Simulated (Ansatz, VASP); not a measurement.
# Sn4H3 (Sn wire along [110], 16 atoms a period, H-terminated) in two plane-wave programs

One calculation is typed for both programs; each brings its own data sets. How far apart do they land? The structure shown is the start of the Ansatz relaxation below; VASP solves that cell, so the two are compared at the walk's first step.

Main program and level: Ansatz 0.2.0; plane waves, with VASP 6.6.1 beside it; single point at PBE.

## Step 1: Set-up

The cell holds 28 atoms: 16 Sn and 12 H. Its edges and angles: a = 20.458 Å, b = 19.062 Å, c = 4.702 Å, α = 90.0°, β = 90.0°, γ = 90.0°. Vacuum lies along a and b. The structure's axis is c.

## Step 2: Ansatz: relaxation, PBE

Ansatz runs on its PAW soft_1 files.

The two programs are compared at the cell with which this relaxation starts, whose forces are those of its first step.

input.yaml

```yaml
crystal:
  lattice:
    - [20.458, 0.0, 0.0]
    - [0.0, 19.062, 0.0]
    - [0.0, 0.0, 4.7022600949]
  atoms:
    - { symbol: Sn, position: [0.378109442, 0.623347978, 0.0] }
    - { symbol: H, position: [0.409986313, 0.821648212, 0.0] }
    - { symbol: Sn, position: [0.459373496, 0.746689183, 0.0] }
    - { symbol: Sn, position: [0.459373496, 0.500006773, 0.0] }
    - { symbol: Sn, position: [0.703165655, 0.623347978, 0.0] }
    - { symbol: H, position: [0.752552837, 0.698307007, 0.0] }
    - { symbol: Sn, position: [0.784429708, 0.500006773, 0.0] }
    - { symbol: H, position: [0.166194154, 0.500006773, 0.196131437] }
    - { symbol: H, position: [0.83381689, 0.500006773, 0.303868563] }
    - { symbol: Sn, position: [0.215581336, 0.500006773, 0.5] }
    - { symbol: H, position: [0.247458207, 0.301706539, 0.5] }
    - { symbol: H, position: [0.247458207, 0.698307007, 0.5] }
    - { symbol: Sn, position: [0.296845389, 0.376665568, 0.5] }
    - { symbol: Sn, position: [0.296845389, 0.623347978, 0.5] }
    - { symbol: Sn, position: [0.540637549, 0.253324363, 0.5] }
    - { symbol: Sn, position: [0.540637549, 0.746689183, 0.5] }
    - { symbol: Sn, position: [0.540637549, 0.500006773, 0.5] }
    - { symbol: H, position: [0.590024731, 0.178365334, 0.5] }
    - { symbol: H, position: [0.590024731, 0.821648212, 0.5] }
    - { symbol: Sn, position: [0.621901602, 0.376665568, 0.5] }
    - { symbol: Sn, position: [0.621901602, 0.623347978, 0.5] }
    - { symbol: H, position: [0.83381689, 0.500006773, 0.696131437] }
    - { symbol: H, position: [0.166194154, 0.500006773, 0.803868563] }
    - { symbol: Sn, position: [0.378109442, 0.376665568, 0.0] }
    - { symbol: H, position: [0.409986313, 0.178365334, 0.0] }
    - { symbol: Sn, position: [0.459373496, 0.253324363, 0.0] }
    - { symbol: Sn, position: [0.703165655, 0.376665568, 0.0] }
    - { symbol: H, position: [0.752552837, 0.301706539, 0.0] }
kpoints:
  mp_grid: { grid: [1, 1, 18] }
scf:
  occupations: { method: fermi_dirac, width: 0.05 }
hamiltonian:
  xc: pbe
  pseudopotentials: { kind: paw, azcp: { folder: soft_1 } }
relax:
  cell: { fix: [a, b, alpha, beta, gamma] }
  max_steps: 45
  f_tol: 0.03
```

Started as:

```sh
ansatz run input.yaml --threads 4 --pin off --max-ram 16384MiB --backend cpu --events-out ev --progress --plain --runs-dir out
```

Numbers of over 12 decimals in the logs are rounded to 6 here.

Log:

```text
Engine: ansatz 0.2.0, x86_64-unknown-linux-gnu
Pseudopotentials: kind: paw
Pseudopotential: Sn, paw, valence charge 14, recommended cutoff 420 eV (normal), soft_1/Sn.paw.azcp
Pseudopotential: H, paw, valence charge 1, recommended cutoff 420 eV (normal), soft_1/H.paw.azcp
Functional definition: PBE
  parameter kappa = 0.804
  parameter beta = 0.066725
  exchange = pbe_x(kappa = kappa, mu = beta*pi^2/3)
  correlation = pbe_c(beta = beta)
Crystal: 28 atoms, lattice volume = 1833.742 Å³
Basis set: ecut = 420 eV, 35829 PW (Γ), exchange–correlation on 288×256×64 points (8 copies of the dense FFT grid, shifted against one another)
Bands: 146, of which v1, the nominal top of the filled ones, is band 118 counted from 1 (117 counted from 0)
Symmetry: 8 space group operations
Space group: Pmma (ITA 51), of the structure as read, at distance tolerance 1.2e-4 Å
k-points: 10 of 18
Non-local potential: Sn, projectors of the file, l = 0: 2, l = 1: 2, l = 2: 2, l = 3: 1
Non-local potential: H, projectors of the file, l = 0: 2, l = 1: 1
PAW form: soft (Blöchl's): semilocal exchange-correlation on the pseudo side does not see the compensation charge
PAW one-centre angular grid: Sn, 590 points (default); XC on 64 Gauss nodes
PAW one-centre angular grid: H, 110 points (default); XC on 64 Gauss nodes
Initial density: superposition of atomic densities (neutral atoms: chi_scale 0, normalization atom)
Initial wavefunctions: pseudopotential atomic-orbital guess
Functional: x = pbe(κ = 0.804, μ = 0.219515), c = pbe(β = 0.066725)
SCF iter   1: F=—  HF=-96577.073103 eV  |F-HF|=—  |Δ(HF+E_count)|=         —  Δρ=2.54e-2  dr2=1.27e1  ethr=3.10e-3  ⟨swp⟩=7.0  Hψ=6436  notcnv=0  defer=38
preconditioner: auto → Resta (q_TF=auto, 1.939 Å⁻¹)  ε∞=2.0  [insulator: Δε(μ)=0.502 eV  Ē_g=7.663 eV  σ=0.050 eV  W_gap=0.99  n_scr=244 (ndim 8)  ℏωp=7.6 eV  f_vac=0.569  D(μ)=0.03/eV (n_scr^D=0)  ε∞_Penn≈2.0  vacuum switching on, ρ_ref=4.3e-3 e/Å³]
SCF iter   2: F=—  HF=-96574.190119 eV  |F-HF|=—  |Δ(HF+E_count)|=    2.88e0  Δρ=9.78e-3  dr2=2.87e0  ethr=3.10e-3  ⟨swp⟩=3.7  Hψ=2157  notcnv=0  defer=179
SCF iter   3: F=—  HF=-96573.783842 eV  |F-HF|=—  |Δ(HF+E_count)|=   4.06e-1  Δρ=4.38e-3  dr2=1.25e0  ethr=1.22e-3  ⟨swp⟩=3.6  Hψ=1963  notcnv=0  defer=182
SCF iter   4: F=—  HF=-96573.609673 eV  |F-HF|=—  |Δ(HF+E_count)|=   1.74e-1  Δρ=1.19e-3  dr2=8.38e-2  ethr=5.29e-4  ⟨swp⟩=4.0  Hψ=1720  notcnv=0  defer=182
SCF iter   5: F=—  HF=-96573.613647 eV  |F-HF|=—  |Δ(HF+E_count)|=   3.97e-3  Δρ=5.41e-4  dr2=1.84e-2  ethr=3.55e-5  ⟨swp⟩=2.6  Hψ=2120  notcnv=0  defer=182
SCF iter   6: F=—  HF=-96573.613894 eV  |F-HF|=—  |Δ(HF+E_count)|=   2.47e-4  Δρ=2.90e-4  dr2=3.45e-3  ethr=7.80e-6  ⟨swp⟩=2.0  Hψ=1524  notcnv=0  defer=182
SCF iter   7: F=—  HF=-96573.614702 eV  |F-HF|=—  |Δ(HF+E_count)|=   8.08e-4  Δρ=1.11e-4  dr2=3.26e-4  ethr=1.46e-6  ⟨swp⟩=2.0  Hψ=1529  notcnv=0  defer=182
SCF iter   8: F=—  HF=-96573.615015 eV  |F-HF|=—  |Δ(HF+E_count)|=   3.13e-4  Δρ=2.75e-5  dr2=2.31e-5  ethr=1.38e-7  ⟨swp⟩=2.0  Hψ=1658  notcnv=0  defer=182
SCF iter   9: F=—  HF=-96573.614934 eV  |F-HF|=—  |Δ(HF+E_count)|=   8.08e-5  Δρ=9.37e-6  dr2=2.13e-6  ethr=9.77e-9  ⟨swp⟩=2.5  Hψ=2405  notcnv=0  defer=182
SCF iter  10: F=—  HF=-96573.614939 eV  |F-HF|=—  |Δ(HF+E_count)|=   5.19e-6  Δρ=2.81e-6  dr2=2.35e-7  ethr=9.02e-10  ⟨swp⟩=2.3  Hψ=2106  notcnv=0  defer=182
SCF iter  11: F=-96573.614939 eV  HF=-96573.614939 eV  |F-HF|=1.29e-8  |Δ(HF+E_count)|=   4.31e-7  Δρ=9.52e-7  dr2=3.70e-8  ethr=4.24e-11  ⟨swp⟩=5.2  Hψ=5030  notcnv=0
SCF 1 converged in 11 iterations: F = -96573.614939 eV  dr2 = 3.70e-8
  greatest PAW one-centre occupation: 0.991 electrons in one spin orbital (limit 2), on the Sn atom at site 9 (counted from 0), in its partial waves of l = 2
relax step   1: F+E_penalty+E_count = -96573.61493939 eV  Δ(F+E_penalty+E_count) = +0.000e0 eV  max|allowed force component| = 2.005e-1 eV/Å  Δτ_max = 0.0000 Å  P = -0.300 GPa  Ω = 1833.742 Å³  fix = [a, b, alpha, beta, gamma]  reactions: a -0.352, b -0.421 GPa  (11 SCF iters, dr2 threshold 1.00e-7 eV, accepted)
[...]
relax step   4: F+E_penalty+E_count = -96573.70426547 eV  Δ(F+E_penalty+E_count) = -3.611e-3 eV  max|allowed force component| = 4.086e-3 eV/Å  Δτ_max = 0.0183 Å  P = -0.006 GPa  Ω = 1844.239 Å³  energy of the carried Pulay correction = -7.804e-4 eV  fix = [a, b, alpha, beta, gamma]  reactions: a -0.010, b -0.007 GPa  (7 SCF iters, dr2 threshold 3.33e-7 eV, accepted)
[...]
relax step   5: F+E_penalty+E_count = -96573.70509360 eV  Δ(F+E_penalty+E_count) = -8.281e-4 eV  max|allowed force component| = 4.115e-3 eV/Å  Δτ_max = 0.0000 Å  P = -0.006 GPa  Ω = 1844.239 Å³  fix = [a, b, alpha, beta, gamma]  reactions: a -0.010, b -0.006 GPa  stress off target by 1.02e-3 GPa on what of the cell is left free  SCF on the basis re-selected at this cell (its energy is not comparable with the rows above)  (7 SCF iters)
basis re-selected at this cell: Δ(F+E_penalty+E_count) = -8.281e-4 eV, ΔP = +0.000 GPa vs the last step (what re-selecting the basis moved, of the pressure what is left beyond the Pulay correction that the steps carried, after the strain that the cell walked since its last selection, with what the two solves' SCF thresholds leave and, on support functions, any second-order correction that the steps lacked; it is no m [...]
SCF converged after 7 iterations
Free energy (F): -96573.705094 eV
Harris-Foulkes:  -96573.705094 eV  (|F-HF|=4.65e-8)
Internal energy: -96573.705079 eV  (E = F + TS)
E sigma→0 (E₀):  -96573.705086 eV
Entropy (-TS):   -0.000014 eV (-0.001 meV/atom)
Fermi energy:    -0.688458 eV
--- Per-component energies (eV) ---
  E_band       = -3925.041964
  E_kinetic    = 2834.466993
  E_local      = -106391.943502  (includes V_loc(G=0)·N_el)
  E_nonlocal   = 2324.668558
  E_hartree    = 51957.432385
  E_xc         = -2102.935339
  E_vxc        = -1399.032679  (∫ρ·V_xc dr)
  E_paw        = -69931.177077  (= ΣΔE_a)
  E_vpaw       = -5208.058351  (= ΣTr[D̂ρ^β])
  E_aug_tail   = -0.005795  (compensation charges beyond the density's cutoff)
  E_ewald      = 24735.788699
  E_smearing   = -0.000014  (= −TS)
  E_closure    = 0.000000  (closes the sum)
  Σ components = -96573.705094   (vs F -96573.705094, Δ=0.00e0)
--- Forces (eV/Å), atoms counted from 1 ---
  atom   1  Sn     0.00011715     0.00223685     0.00000000
  atom   2  H      0.00019991    -0.00238373     0.00000000
  atom   3  Sn    -0.00079872    -0.00073742     0.00000000
  atom   4  Sn    -0.00045644    -0.00000000     0.00000000
  atom   5  Sn     0.00334988    -0.00218516     0.00000000
  atom   6  H     -0.00392406    -0.00103977     0.00000000
  atom   7  Sn     0.00183089     0.00000000     0.00000000
  atom   8  H      0.00411513    -0.00000000     0.00109136
  atom   9  H     -0.00411513     0.00000000    -0.00109136
  atom  10  Sn    -0.00183089    -0.00000000     0.00000000
  atom  11  H      0.00392406     0.00103977     0.00000000
  atom  12  H      0.00392406    -0.00103977     0.00000000
  atom  13  Sn    -0.00334988     0.00218516     0.00000000
  atom  14  Sn    -0.00334988    -0.00218516     0.00000000
  atom  15  Sn     0.00079872     0.00073742     0.00000000
  atom  16  Sn     0.00079872    -0.00073742     0.00000000
  atom  17  Sn     0.00045644     0.00000000     0.00000000
  atom  18  H     -0.00019991     0.00238373     0.00000000
  atom  19  H     -0.00019991    -0.00238373     0.00000000
  atom  20  Sn    -0.00011715    -0.00223685     0.00000000
  atom  21  Sn    -0.00011715     0.00223685     0.00000000
  atom  22  H     -0.00411513    -0.00000000     0.00109136
  atom  23  H      0.00411513     0.00000000    -0.00109136
  atom  24  Sn     0.00011715    -0.00223685     0.00000000
  atom  25  H      0.00019991     0.00238373     0.00000000
  atom  26  Sn    -0.00079872     0.00073742     0.00000000
  atom  27  Sn     0.00334988     0.00218516     0.00000000
  atom  28  H     -0.00392406     0.00103977     0.00000000
  max |Σ_I F_I| component: 1.73e-18 eV/Å
--- Stress (GPa, compression-positive) ---
       -0.010172       0.000000      -0.000000
        0.000000      -0.006457      -0.000000
       -0.000000      -0.000000      -0.001015
  P = ⅓ Tr σ = -0.0059 GPa (-0.059 kbar)
--- Relaxed structure (4 steps of the walk, 3 accepted, 1 SCFs on fresh bases) ---
  F+E_penalty+E_count = -96573.70509360 eV   max|allowed force component| = 4.115e-3 eV/Å   (the final SCF, on the basis selected at the relaxed cell)
  cell:  # Å, volume = 1844.2387 Å³
    - [20.458, 0.0, 0.0]
    - [0.0, 19.062, 0.0]
    - [0.0, 0.0, 4.729176]
  atoms:
    - { symbol: Sn, position: [0.378909, 0.622565, 0.0] }
    - { symbol: H, position: [0.411593, 0.817769, 0.0] }
    - { symbol: Sn, position: [0.461020, 0.743292, 0.0] }
    - { symbol: Sn, position: [0.459768, 0.500000, 0.0] }
    - { symbol: Sn, position: [0.700133, 0.620571, 0.0] }
    - { symbol: H, position: [0.749070, 0.695451, 0.0] }
    - { symbol: Sn, position: [0.781391, 0.500000, 0.0] }
    - { symbol: H, position: [0.168155, 0.500000, 0.206042] }
    - { symbol: H, position: [0.831845, 0.500000, 0.293958] }
    - { symbol: Sn, position: [0.218609, 0.500000, 0.5] }
    - { symbol: H, position: [0.250930, 0.304549, 0.5] }
    - { symbol: H, position: [0.250930, 0.695451, 0.5] }
    - { symbol: Sn, position: [0.299867, 0.379429, 0.5] }
    - { symbol: Sn, position: [0.299867, 0.620571, 0.5] }
    - { symbol: Sn, position: [0.538980, 0.256708, 0.5] }
    - { symbol: Sn, position: [0.538980, 0.743292, 0.5] }
    - { symbol: Sn, position: [0.540232, 0.500000, 0.5] }
    - { symbol: H, position: [0.588407, 0.182231, 0.5] }
    - { symbol: H, position: [0.588407, 0.817769, 0.5] }
    - { symbol: Sn, position: [0.621091, 0.377435, 0.5] }
    - { symbol: Sn, position: [0.621091, 0.622565, 0.5] }
    - { symbol: H, position: [0.831845, 0.500000, 0.706042] }
    - { symbol: H, position: [0.168155, 0.500000, 0.793958] }
    - { symbol: Sn, position: [0.378909, 0.377435, 0.0] }
    - { symbol: H, position: [0.411593, 0.182231, 0.0] }
    - { symbol: Sn, position: [0.461020, 0.256708, 0.0] }
    - { symbol: Sn, position: [0.700133, 0.379429, 0.0] }
    - { symbol: H, position: [0.749070, 0.304549, 0.0] }
```

Reading the cycles: dr2 is the Hartree energy of the density residual (eV), the measure of convergence; HF is the Harris–Foulkes estimate of the energy, which meets the free energy F at convergence.

(Part 1 of 2 ends here.)

[Lines on the potential files, build, host, timing and source positions are cut from VASP's logs without a mark.]

[Logs are printed without paths, hosts, clocks, repeated set-up lines and the standing remarks that a program may print on its own settings, such as how far it seeks lower states.]

[Hosts, paths, dates, database ids (printed as entryN), source tags and the programs' standing remarks are cut or masked in the printed files.]
